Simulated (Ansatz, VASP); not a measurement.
**Au: VASP beside Ansatz**

INCAR

```
SYSTEM = Au
PREC = Accurate
ENCUT = 520
EDIFF = 1E-7
ISMEAR = -1
SIGMA = 0.1
LREAL = .FALSE.
LASPH = .TRUE.
NELM = 100
ALGO = Normal
ISIF = 2
LWAVE = .FALSE.
LCHARG = .FALSE.
GGA = PS
NBANDS = 12
```

KPOINTS

```
Automatic mesh
0
G
  13 13 13
  0 0 0
```

The input POSCAR:

```
Au
1.0
    2.7642735216      0.0000000000      0.0000000000
    0.0000000000      2.7642735216      0.0000000000
    0.0000000000      0.0000000000      2.7642735216
Au
1
Direct
    0.0000000000      0.0000000000      0.0000000000
```

Input for Ansatz:

```yaml
crystal:
  lattice:
    - [2.7642735216, 0.0, 0.0]
    - [0.0, 2.7642735216, 0.0]
    - [0.0, 0.0, 2.7642735216]
  atoms:
    - { symbol: Au, position: [0.0, 0.0, 0.0] }
hamiltonian:
  xc: pbesol
  pseudopotentials:
    kind: paw
    azcp:
      Au: "pseudopotentials/Au.paw.azcp"
basis:
  ecutwfc: 420
  fft_grid_basis: typed
kpoints:
  mp_grid: { grid: [13, 13, 13], shift: [0, 0, 0] }
magnetization:
  spin_polarized: false
scf:
  occupations: { method: fermi_dirac, width: 0.1 }
  lower_state_search: "off"
output:
  stress: true
```

Alike in both runs: task single point; functional PBEsol; k mesh 13 × 13 × 13; occupations fermi-dirac, width 0.1 eV; no spin polarisation.

```csv
,VASP,Ansatz
version,VASP 6.6.1,Ansatz 0.2.0
potentials or method,"VASP PAW PBE potentials, release 64 (Au)","plane waves (420 eV) with PAW, scalar-relativistic"
plane-wave cutoff (eV),520,420
valence electrons in the cell,11,19
```

VASP gave:

| Item | Value |
| --- | --- |
| pressure (GPa) | -8.3 |

Problem. What did Ansatz give for the same quantities?

Solution. Pressure (GPa): -8.1.

The functional is the same, so the differences come from potentials, cutoffs and numerics. The two sets of potentials don't hold the same shells in valence. Ansatz warned: «pseudo_functional_mismatch».

Caveats: the PAW data sets were made with another functional, which shifts forces and pressure a little (VASP). The runs have no spin-orbit coupling, so splittings on Au are missing.
